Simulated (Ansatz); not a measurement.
Crystal: ScAl.

```xyz
2
Lattice="3.3703 0.0000 0.0000 0.0000 3.3703 0.0000 0.0000 0.0000 3.3703" Properties=species:S:1:pos:R:3 pbc="T T T"
Sc    1.6852    1.6852    1.6852
Al    0.0000    0.0000    0.0000
```

The cell comes from a database or a generator and needn't be the stable form of this composition.

- Program: Ansatz 0.2.0
- Task: relaxation of cell and atoms
- Functional: LDA
- Potentials or basis: all-electron LAPW, scalar-relativistic
- Basis error allowed: 0.001 eV/atom
- k mesh: 8 × 8 × 8
- Occupations: fermi-dirac, width 0.05 eV
- Spin: no spin polarisation

At the start: volume 19.14 Å³/atom.

Question: How do energy, volume and symmetry change on relaxing?

Answer: Over 5 steps the energy falls by 15.1 meV/atom and the volume is 18.10 Å³/atom (-5.5 %); space group Pm-3m (No. 221, to 0.05 Å).

The path:
```tsv
step	energy change (eV)	largest force (eV/Å)	volume (Å³)
1	0.0000	0.0000	38.28
2	-0.0137	0.0000	34.75
3	-0.0301	0.0000	36.31
4	-0.0302	0.0000	36.19
5	-0.0302	0.0000	36.19
```

Final structure:
```yaml
crystal:
  lattice:
    - [3.30783, 0.00000, 0.00000]
    - [0.00000, 3.30783, 0.00000]
    - [0.00000, 0.00000, 3.30783]
  atoms:
    - { symbol: Sc, position: [0.50000, 0.50000, 0.50000] }
    - { symbol: Al, position: [0.00000, 0.00000, 0.00000] }
```
